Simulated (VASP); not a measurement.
# O2 in VASP: further runs, part 2 of 2

VASP 6.6.1.

### 3 Single point, PBEsol, collinear spin, ferromagnetic start

INCAR reads:

```
SYSTEM = O
ALGO = Normal
EDIFF = 1E-6
ENCUT = 520
GGA = PS
ISIF = 2
ISMEAR = 0
ISPIN = 2
LASPH = .True.
LCHARG = .False.
LORBIT = 11
LREAL = .False.
LWAVE = .False.
MAGMOM = 1 1
NBANDS = 17
NELM = 100
PREC = Accurate
SIGMA = 0.02
```

KPOINTS reads:

```
k-points
0
Gamma
  1 1 1
  0 0 0
```

POSCAR reads:

```
O
1.0
   10.0000000000      0.0000000000      0.0000000000
    0.0000000000     10.5000000000      0.0000000000
    0.0000000000      0.0000000000     11.0000000000
O
2
Direct
    0.5000000000      0.5000000000      0.4450000000
    0.5000000000      0.5000000000      0.5550000000
```

Potentials or basis: VASP PAW PBE potentials, release 64 (O).

Started as:

```
$ cat potpaw_PBE.64/O/POTCAR > POTCAR
$ mpirun -np 1 vasp_std > vasp.out
```

OUTCAR:

```text
SYSTEM = O
   EDIFF = 1E-6
   ENCUT = 520
   GGA = PS
   ISIF = 2
   ISMEAR = 0
   ISPIN = 2
   LASPH = .True.
   LORBIT = 11
   LREAL = .False.
   NELM = 100
   PREC = Accurate

 ion  position               nearest neighbor table
   1  0.500  0.500  0.445-   2 1.21
   2  0.500  0.500  0.555-   1 1.21

  LATTYP: Found a simple orthorhombic cell.
 ALAT       =    10.0000000000
 B/A-ratio  =     1.0500000000
 C/A-ratio  =     1.1000000000

  Lattice vectors:

 A1 = (  10.0000000000,   0.0000000000,   0.0000000000)
 A2 = (   0.0000000000,  10.5000000000,   0.0000000000)
 A3 = (   0.0000000000,   0.0000000000,  11.0000000000)

Analysis of symmetry for initial positions (statically):
=====================================================================
 Subroutine PRICEL returns:
 Original cell was already a primitive cell.

 Routine SETGRP: Setting up the symmetry group for a
 simple orthorhombic supercell.

 Subroutine GETGRP returns: Found  8 space group operations
 (whereof  8 operations were pure point group operations)
 out of a pool of  8 trial point group operations.

The static configuration has the point symmetry D_2h.

Analysis of symmetry for dynamics (positions and initial velocities):
=====================================================================
 Subroutine PRICEL returns:
 Original cell was already a primitive cell.

 Routine SETGRP: Setting up the symmetry group for a
 simple orthorhombic supercell.

 Subroutine GETGRP returns: Found  8 space group operations
 (whereof  8 operations were pure point group operations)
 out of a pool of  8 trial point group operations.

The dynamic configuration has the point symmetry D_2h.

Analysis of structural, dynamic, and magnetic symmetry:
=====================================================================
 Subroutine PRICEL returns:
 Original cell was already a primitive cell.

 Routine SETGRP: Setting up the symmetry group for a
 simple orthorhombic supercell.

 Subroutine GETGRP returns: Found  8 space group operations
 (whereof  8 operations were pure point group operations)
 out of a pool of  8 trial point group operations.

The overall configuration has the point symmetry D_2h.

 Subroutine INISYM returns: Found  8 space group operations
 (whereof  8 operations are pure point group operations),
 and found     1 'primitive' translations

----------------------------------------------------------------------------------------

                                     Primitive cell

  volume of cell :    1155.0000

  direct lattice vectors                    reciprocal lattice vectors
    10.000000000  0.000000000  0.000000000     0.100000000  0.000000000  0.000000000
     0.000000000 10.500000000  0.000000000     0.000000000  0.095238095  0.000000000
     0.000000000  0.000000000 11.000000000     0.000000000  0.000000000  0.090909091

  length of vectors
    10.000000000 10.500000000 11.000000000     0.100000000  0.095238095  0.090909091

  position of ions in fractional coordinates (direct lattice)
     0.500000000  0.500000000  0.445000000
     0.500000000  0.500000000  0.555000000

  ion indices of the primitive-cell ions
   primitive index   ion index
                 1           1
                 2           2

----------------------------------------------------------------------------------------

 KPOINTS: k-points

Automatic generation of k-mesh.
 Grid dimensions read from file:
 generate k-points for:    1    1    1

 Generating k-lattice:

  Cartesian coordinates                     Fractional coordinates (reciprocal lattice)
     0.100000000  0.000000000  0.000000000     1.000000000  0.000000000  0.000000000
     0.000000000  0.095238095  0.000000000     0.000000000  1.000000000  0.000000000
     0.000000000  0.000000000  0.090909091     0.000000000  0.000000000  1.000000000

  Length of vectors
     0.100000000  0.095238095  0.090909091

  Shift w.r.t. Gamma in fractional coordinates (k-lattice)
     0.000000000  0.000000000  0.000000000

 Subroutine IBZKPT returns following result:
 ===========================================

 Found      1 irreducible k-points:

 Following reciprocal coordinates:
            Coordinates               Weight
  0.000000  0.000000  0.000000      1.000000
   k-points           NKPTS =      1   k-points in BZ     NKDIM =      1   number of bands    NBANDS=     17
   number of dos      NEDOS =    301   number of ions     NIONS =      2
   total plane-waves  NPLWV = 537600
   dimension x,y,z NGX =    80 NGY =   80 NGZ =   84
   dimension x,y,z NGXF=   160 NGYF=  160 NGZF=  168
   ions per type =               2
   NGX,Y,Z   is equivalent  to a cutoff of  13.30, 12.67, 12.70 a.u.
   NGXF,Y,Z  is equivalent  to a cutoff of  26.60, 25.33, 25.39 a.u.
 SYSTEM =  O
   PREC   = accura    normal or accurate (medium, high low for compatibility)
   ISTART =      0    job   : 0-new  1-cont  2-samecut
   ICHARG =      2    charge: 1-file 2-atom 10-const
   ISPIN  =      2    spin polarized calculation?
   LNONCOLLINEAR =      F non collinear calculations
   LSORBIT =      F    spin-orbit coupling
   LASPH  =      T    aspherical Exc in radial PAW
   ENCUT  =  520.0 eV  38.22 Ry    6.18 a.u.  18.59 19.52 20.45*2*pi/ulx,y,z
   NELM   =    100;   NELMIN=  2; NELMDL= -5     # of ELM steps
   EDIFF  = 0.1E-05   stopping-criterion for ELM
   LREAL  =      F    real-space projection
   EDIFFG = 0.1E-04   stopping-criterion for IOM
   NSW    =      0    number of steps for IOM
   IBRION =     -1    ionic relax: 0-MD 1-quasi-New 2-CG
   NFREE  =      0    steps in history (QN), initial steepest desc. (CG)
   ISIF   =      2    stress and relaxation
   ISYM   =      2    0-nonsym 1-usesym 2-fastsym
   POTIM  = 0.5000    time-step for ionic-motion
   TEBEG  =    0.0;   TEEND  =   0.0 temperature during run
   PSTRESS=    0.0 pullay stress
   NELECT =      12.0000    total number of electrons
   NUPDOWN=      -1.0000    fix difference up-down
   EMIN   =  10.00;   EMAX   =-10.00  energy-range for DOS
   EFERMI =   0.00;   METHOD = LEGACY
   ISMEAR =     0;   SIGMA  =   0.02  broadening in eV -4-tet -1-fermi 0-gaus
   EFERMI_NEDOS =   21; number of points for ismear=-14 and -15
   IALGO  =     38    algorithm
   IMIX   =      4    mixing-type and parameters
     AMIX     =   0.40;   BMIX     =  1.00
     AMIX_MAG =   1.60;   BMIX_MAG =  1.00
  volume/ion in A,a.u.               =     577.50      3897.16
  Fermi-wavevector in a.u.,A,eV,Ry     =   0.357225  0.675056  1.736231  0.127609
  Thomas-Fermi vector in A             =   1.274455
   LORBIT       =     11    0 simple, 1 ext, 2 COOP (PROOUT), +10 PAW based schemes
   GGA     = PS    functional components
   LHFCALC =     F    Hartree Fock is set to
   AEXX    =    0.0000 exact exchange contribution
   IVDW    =     0    specifies the selected vdW correction
   LEPSILON=     F    determine dielectric tensor
   LRPA    =     F    only Hartree local field effects (RPA)
 spin polarized calculation
 Gauss-broadening in eV      SIGMA  =   0.02
  energy-cutoff  :      520.00
  volume of cell :     1155.00
 maximum number of plane-waves:     31095
 NGX is ok and might be reduce to    80
   NGX = 37   NGY = 39   NGZ = 41

 number of electron      11.9999998 magnetization       1.9999998

 Free energy of the ion-electron system (eV)
  ---------------------------------------------------
  ext. energy  EPLUGINS =         0.00000000
  ---------------------------------------------------
  free energy    TOTEN  =       -10.26629414 eV

  energy without entropy =      -10.26629414  energy(sigma->0) =      -10.26629414

 E-fermi :  -6.4848     XC(G=0):  -0.4692

 val. band max:       -6.6681390775   @ k =   0.0000   0.0000   0.0000
 cond. band min:      -4.4047624428   @ k =   0.0000   0.0000   0.0000
 fundamental gap:      2.2633766347
 Fermi energy:        -6.4848314600

 spin component 1

 k-point     1 :       0.0000    0.0000    0.0000
  band No.  band energies     occupation
      1     -32.9080      1.00000
      2     -20.2524      1.00000
      3     -13.4206      1.00000
      4     -13.4206      1.00000
      5     -13.4061      1.00000
      6      -6.6682      1.00000
[... 9 lines left out ...]
     16       2.3479      0.00000
     17       2.3490      0.00000
 Fermi energy:        -6.4848314600

 spin component 2

 k-point     1 :       0.0000    0.0000    0.0000
  band No.  band energies     occupation
      1     -31.6599      1.00000
      2     -18.4720      1.00000
      3     -12.3754      1.00000
      4     -11.5836      1.00000
      5     -11.5836      1.00000
      6      -4.4048      0.00000
[... 9 lines left out ...]
     16       2.4167      0.00000
     17       2.5059      0.00000

------------------------ aborting loop because EDIFF is reached ----------------------------------------

  FORCE on cell =-STRESS in cart. coord.  units (eV):
  Direction    XX          YY          ZZ          XY          YZ          ZX
  --------------------------------------------------------------------------------------
  -------------------------------------------------------------------------------------
  Total       -0.0723551     -0.0745671      1.5930538     -0.0000000      0.0000000      0.0000000
  in kB       -0.1003686     -0.1034370      2.2098308     -0.0000000      0.0000000      0.0000000
  external PRESSURE =       0.6686751 kB  Pullay stress =       0.0000000 kB

 VOLUME and BASIS-vectors are now :
 -----------------------------------------------------------------------------
  energy-cutoff  :      520.00
  volume of cell :     1155.00
      direct lattice vectors                 reciprocal lattice vectors
    10.000000000  0.000000000  0.000000000     0.100000000  0.000000000  0.000000000
     0.000000000 10.500000000  0.000000000     0.000000000  0.095238095  0.000000000
     0.000000000  0.000000000 11.000000000     0.000000000  0.000000000  0.090909091

 POSITION                                       TOTAL-FORCE (eV/Angst)
 -----------------------------------------------------------------------------------
      5.00000      5.25000      4.89500         0.000000     -0.000000     -1.382385
      5.00000      5.25000      6.10500         0.000000      0.000000      1.382385
 -----------------------------------------------------------------------------------
    total drift:                                0.000000     -0.000000      0.000000

  FREE ENERGIE OF THE ION-ELECTRON SYSTEM (eV)
  ---------------------------------------------------
  free  energy   TOTEN  =       -10.2662941441 eV

  energy  without entropy=      -10.2662941441  energy(sigma->0) =      -10.26629414

 total charge

# of ion       s       p       d       tot
------------------------------------------
    1        1.609   3.308   0.000   4.917
    2        1.609   3.308   0.000   4.917
--------------------------------------------------
tot          3.218   6.615   0.000   9.833

 magnetization (x)

# of ion       s       p       d       tot
------------------------------------------
    1        0.009   0.797   0.000   0.806
    2        0.009   0.797   0.000   0.806
--------------------------------------------------
tot          0.018   1.594   0.000   1.612
```

It took 2.3 min on 1 thread of AMD EPYC 9R14 (Zen 4), shared host; peak memory 1.2 GiB.

Results:

* Free energy: -10.2663 eV
* Largest force: 1.382 eV/Å
* Gap between the frontier levels: 2.26 eV
* Net moment: 2.00 μB per cell
* Site moments: O +0.81 μB
* Valence electrons inside the program's atomic spheres: O 4.92

Forces in eV/Å, atoms in the order of the input:
```
O    0.000  0.000 -1.382
O    0.000  0.000  1.382
```

Levels at points of the mesh, in eV from the valence-band top:
Spin up:
```csv
k point,band 3,band 4,band 5,band 6,band 7,band 8,band 9,band 10,band 11,band 12
"(0.00, 0.00, 0.00)",-6.75,-6.75,-6.74,0.00,0.00,6.43,7.46,7.69,7.73,7.84
```
Spin down:
| k point | band 1 | band 2 | band 3 | band 4 | band 5 | band 6 | band 7 | band 8 | band 9 | band 10 |
| --- | --- | --- | --- | --- | --- | --- | --- | --- | --- | --- |
| (0.00, 0.00, 0.00) | -24.99 | -11.80 | -5.71 | -4.92 | -4.92 | 2.26 | 2.26 | 6.52 | 7.65 | 7.75 |

Caveat: the standard files for N, O and F lose accuracy on very short bonds; the PAW data sets were made with another functional, which shifts forces and pressure a little. As with any semilocal functional, this PBEsol gap is likely too small.
